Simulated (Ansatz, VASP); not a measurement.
Sb in VASP and in Ansatz

POSCAR

```
Sb
1.0
    3.1021940000      0.0172310000      0.0400300000
    0.0172310000      3.1806340000     -0.0109700000
    0.0400300000     -0.0109700000      3.1986530000
Sb
1
Direct
    0.0106420000     -0.0006990000     -0.0164340000
```

Contents of INCAR.step1:

```
PREC = Accurate
ENCUT = 520
ISMEAR = -1
SIGMA = 0.01
LREAL = False
LASPH = True
NELM = 100
NBANDS = 8
GGA = PE
ALGO = Normal
EDIFF = 1E-4
LWAVE = True
LCHARG = False
```

The input INCAR.step2:

```
PREC = Accurate
ENCUT = 520
EDIFF = 1E-6
ISMEAR = -1
SIGMA = 0.01
LREAL = False
LASPH = True
NELM = 100
ALGO = Normal
ISIF = 2
LWAVE = False
LCHARG = True
METAGGA = R2SCAN
LMIXTAU = True
LELF = True
LVHAR = True
NBANDS = 8
ISTART = 1
```

KPOINTS

```
Automatic mesh
0
Gamma
  7 6 6
```

input.yaml

```yaml
crystal:
  lattice:
    - [3.102194, 0.017231, 0.04003]
    - [0.017231, 3.180634, -0.01097]
    - [0.04003, -0.01097, 3.198653]
  atoms:
    - { symbol: Sb, position: [0.010642, -0.000699, -0.016434] }
hamiltonian:
  xc: r2scan
  pseudopotentials: { kind: paw }
kpoints:
  mp_grid: { grid: [7, 6, 6] }
  band_path:
    path:
      - [[0.0, 0.0, 0.5], [0.0, 0.0, 0.0], [0.0, -0.5, 0.0]]
      - [[0.0, -0.5, 0.5], [0.0, 0.0, 0.0], [0.5, 0.5, 0.0]]
      - [[0.5, 0.5, 0.5], [0.0, 0.0, 0.0], [0.5, 0.0, 0.0]]
      - [[0.5, 0.0, 0.5], [0.0, 0.0, 0.0]]
    npoints: 14
scf:
  occupations: { method: fermi_dirac, width: 0.01 }
  n_extra_bands: 6
output:
  forces: true
  stress: true
  eigenvalues: true
  fatbands: false
```

Change from the starting cell: cell strained at random at fixed volume.

Alike in both runs: functional r2SCAN; k mesh 7 × 6 × 6; occupations fermi-dirac, width 0.01 eV; no spin polarisation.

|  | VASP | Ansatz |
| --- | --- | --- |
| version | VASP 6.6.1 | Ansatz 0.2.0 |
| potentials or method | VASP PAW PBE potentials, release 64 (Sb) | Ansatz PAW |
| plane-wave cutoff (eV) | 520 | 500 |
| valence electrons in the cell | 5 | 15 |
| task | single point | band structure |

Ansatz gave:

- gap on the k mesh at the Fermi level (eV): none
- pressure (GPa): -3.2
- largest component of the traceless stress (GPa): 5.20

Q: What did VASP give for the same quantities?

A: gap on the k mesh at the Fermi level (eV): none; pressure (GPa): -3.2; largest component of the traceless stress (GPa): 5.24.

A gap of «none» marks a metal or a gap that the smearing closes. The two sets of potentials don't hold the same shells in valence.

Caveats: the PAW data sets were made with another functional, which shifts forces and pressure a little (VASP); spin-orbit coupling is left out, which moves the levels of the heavy elements (Ansatz); the PAW data sets come from PBE, with cores solved anew for the run's functional, which leaves a small shift of forces and pressure (Ansatz). Spin-orbit coupling is left out, which matters for the levels of Sb.
